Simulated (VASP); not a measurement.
# ScHO2 (R-3m) in VASP: notebook, part 2 of 2

VASP 6.6.1. Earlier steps stand in the parts before.

**3. Single point, LDA**

INCAR reads:

```
SYSTEM = ScHO2
  PREC = Accurate
  ENCUT = 520
  EDIFF = 1E-6
  ISMEAR = 0
  SIGMA = 0.01
  LREAL = .False.
  LASPH = .True.
  NELM = 80
  ALGO = Normal
  ISIF = 2
  LWAVE = .False.
  LCHARG = .False.
  GGA = CA
  NBANDS = 20
```

KPOINTS reads:

```
Automatic mesh
0
Gamma
  6 6 6
  0 0 0
```

POSCAR reads:

```
ScHO2
1.0
    1.6165890000      0.9333380000      4.5309240000
   -1.6165890000      0.9333380000      4.5309240000
    0.0000000000     -1.8666760000      4.5309240000
Sc H O
1 1 2
Direct
    0.0000000000      0.0000000000      0.0000000000
    0.5000000000      0.5000000000      0.5000000000
    0.5897010000      0.5897010000      0.5897010000
    0.4102990000      0.4102990000      0.4102990000
```

Potentials or basis: VASP PAW LDA potentials, release 64 (Sc_sv, H, O).

Run with:

```bash
$ cat potpaw_LDA.64/Sc_sv/POTCAR potpaw_LDA.64/H/POTCAR potpaw_LDA.64/O/POTCAR > POTCAR
$ mpirun -np 1 vasp_std > vasp.out
```

OUTCAR:

```text
SYSTEM = ScHO2
   PREC = Accurate
   ENCUT = 520
   EDIFF = 1E-6
   ISMEAR = 0
   LREAL = .False.
   LASPH = .True.
   NELM = 80
   ISIF = 2
   GGA = CA

 ion  position               nearest neighbor table
   1  0.000  0.000  0.000-   3 2.14   4 2.14   3 2.14   3 2.14   4 2.14   4 2.14
   2  0.500  0.500  0.500-   3 1.22   4 1.22
   3  0.590  0.590  0.590-   2 1.22   1 2.14   1 2.14   1 2.14
   4  0.410  0.410  0.410-   2 1.22   1 2.14   1 2.14   1 2.14

  LATTYP: Found a trigonal (rhomboedric) cell.
 ALAT       =     4.9003828535
 COS(alpha) =     0.7823447179

  Lattice vectors:

 A1 = (   1.6165890000,   0.9333380000,   4.5309240000)
 A2 = (  -1.6165890000,   0.9333380000,   4.5309240000)
 A3 = (   0.0000000000,  -1.8666760000,   4.5309240000)

Analysis of symmetry for initial positions (statically):
=====================================================================
 Subroutine PRICEL returns:
 Original cell was already a primitive cell.

 Routine SETGRP: Setting up the symmetry group for a
 trigonal (rhombohedral) supercell.

 Subroutine GETGRP returns: Found 12 space group operations
 (whereof 12 operations were pure point group operations)
 out of a pool of 12 trial point group operations.

The static configuration has the point symmetry D_3d.

Analysis of symmetry for dynamics (positions and initial velocities):
=====================================================================
 Subroutine PRICEL returns:
 Original cell was already a primitive cell.

 Routine SETGRP: Setting up the symmetry group for a
 trigonal (rhombohedral) supercell.

 Subroutine GETGRP returns: Found 12 space group operations
 (whereof 12 operations were pure point group operations)
 out of a pool of 12 trial point group operations.

The dynamic configuration has the point symmetry D_3d.

 Subroutine INISYM returns: Found 12 space group operations
 (whereof 12 operations are pure point group operations),
[... 118 lines left out ...]
   IMIX   =      4    mixing-type and parameters
     AMIX     =   0.40;   BMIX     =  1.00
     AMIX_MAG =   1.60;   BMIX_MAG =  1.00
  volume/ion in A,a.u.               =      10.25        69.20
  Fermi-wavevector in a.u.,A,eV,Ry     =   1.369261  2.587529 25.509249  1.874877
  Thomas-Fermi vector in A             =   2.495152
   LORBIT       =      0    0 simple, 1 ext, 2 COOP (PROOUT), +10 PAW based schemes
   GGA     = CA    functional components
   LHFCALC =     F    Hartree Fock is set to
   AEXX    =    0.0000 exact exchange contribution
   IVDW    =     0    specifies the selected vdW correction
   LEPSILON=     F    determine dielectric tensor
   LRPA    =     F    only Hartree local field effects (RPA)
 non-spin polarized calculation
 Gauss-broadening in eV      SIGMA  =   0.01
  energy-cutoff  :      520.00
  volume of cell :       41.02
 maximum number of plane-waves:      1122
   NGX = 19   NGY = 19   NGZ = 19

 number of electron      24.0000002 magnetization

 Free energy of the ion-electron system (eV)
  ---------------------------------------------------
  ext. energy  EPLUGINS =         0.00000000
  ---------------------------------------------------
  free energy    TOTEN  =       -32.32052291 eV

  energy without entropy =      -32.32052291  energy(sigma->0) =      -32.32052291

 E-fermi :   1.0921     XC(G=0): -10.7250

 val. band max:        1.0202381509   @ k =  -0.1667   0.1667   0.0000
 cond. band min:       4.9107751826   @ k =   0.5000   0.5000   0.0000
 fundamental gap:      3.8905370317
 Fermi energy:         1.0921161155

 k-point     1 :       0.0000    0.0000    0.0000
  band No.  band energies     occupation
      1     -45.6861      2.00000
      2     -24.7979      2.00000
      3     -24.4578      2.00000
      4     -24.4578      2.00000
      5     -16.2346      2.00000
      6     -13.9553      2.00000
[... 541 lines left out ...]
     19      13.0868      0.00000
     20      13.9781      0.00000

 [... further k-points ...]

------------------------ aborting loop because EDIFF is reached ----------------------------------------

  FORCE on cell =-STRESS in cart. coord.  units (eV):
  Direction    XX          YY          ZZ          XY          YZ          ZX
  --------------------------------------------------------------------------------------
  -------------------------------------------------------------------------------------
  Total       -2.2895076     -2.2895071     -2.0657494      0.0000000      0.0000000      0.0000000
  in kB      -89.4285250    -89.4285070    -80.6884975      0.0000000      0.0000000      0.0000000
  external PRESSURE =     -86.5151765 kB  Pullay stress =       0.0000000 kB

 VOLUME and BASIS-vectors are now :
 -----------------------------------------------------------------------------
  energy-cutoff  :      520.00
  volume of cell :       41.02
      direct lattice vectors                 reciprocal lattice vectors
     1.616589000  0.933338000  4.530924000     0.309293209  0.178570536  0.073568511
    -1.616589000  0.933338000  4.530924000    -0.309293209  0.178570536  0.073568511
     0.000000000 -1.866676000  4.530924000     0.000000000 -0.357141071  0.073568511

 POSITION                                       TOTAL-FORCE (eV/Angst)
 -----------------------------------------------------------------------------------
      0.00000      0.00000      0.00000        -0.000000      0.000000     -0.000000
      0.00000      0.00000      6.79639         0.000000      0.000000      0.000000
      0.00000      0.00000      8.01567        -0.000000     -0.000000      0.385095
      0.00000      0.00000      5.57710        -0.000000      0.000000     -0.385095
 -----------------------------------------------------------------------------------
    total drift:                               -0.000000      0.000000      0.000000

  FREE ENERGIE OF THE ION-ELECTRON SYSTEM (eV)
  ---------------------------------------------------
  free  energy   TOTEN  =       -32.3205229067 eV

  energy  without entropy=      -32.3205229067  energy(sigma->0) =      -32.32052291
```

Run time: 21 s. Hardware: 1 thread of AMD EPYC 9R45 (Zen 5), shared host; peak memory 0.15 GiB.

What came out:

* Free energy: -32.3205 eV
* Pressure: -8.7 GPa
* Largest force: 0.385 eV/Å
* Band gap on the k mesh: 3.89 eV, indirect (least direct gap 4.26 eV)

Forces in eV/Å, atoms in the order of the input:
```
Sc   0.000  0.000  0.000
H    0.000  0.000  0.000
O    0.000  0.000  0.385
O    0.000  0.000 -0.385
```

Levels at points of the mesh, in eV from the valence-band top:
| k point | band 10 | band 11 | band 12 | band 13 | band 14 | band 15 |
| --- | --- | --- | --- | --- | --- | --- |
| (0.00, 0.00, 0.00) | -0.51 | -0.51 | -0.11 | 4.52 | 4.73 | 4.73 |
| (0.50, 0.00, 0.00) | -1.24 | -1.23 | -0.75 | 4.25 | 5.48 | 5.88 |
| (0.50, 0.50, 0.00) | -1.62 | -1.23 | -0.68 | 3.89 | 5.59 | 5.90 |
| (0.50, 0.50, 0.50) | -2.49 | -0.06 | -0.06 | 4.76 | 4.76 | 5.54 |
